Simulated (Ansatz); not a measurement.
Three zincblende compounds, relaxed with r2SCAN in the PAW code Ansatz. (Simulation; spin polarisation is off.)

```json
{"compound": "AlP", "a (Å)": "5.479"}
{"compound": "InP", "a (Å)": "5.908"}
{"compound": "GaAs", "a (Å)": "5.666"}
```

**What is the misfit strain of a coherent AlP film on GaAs?** ε∥ = (a_sub − a_film)/a_film = (5.666 − 5.479)/5.479 = +3.41 %: the film is in tension in the plane. At this size it stays coherent only while very thin.

**By Vegard's law, which share x of InP in (AlP)₁₋ₓ(InP)ₓ matches the substrate?** (1 − x) × 5.479 + x × 5.908 = 5.666 gives x = (5.666 − 5.479)/(5.908 − 5.479) = 0.436.
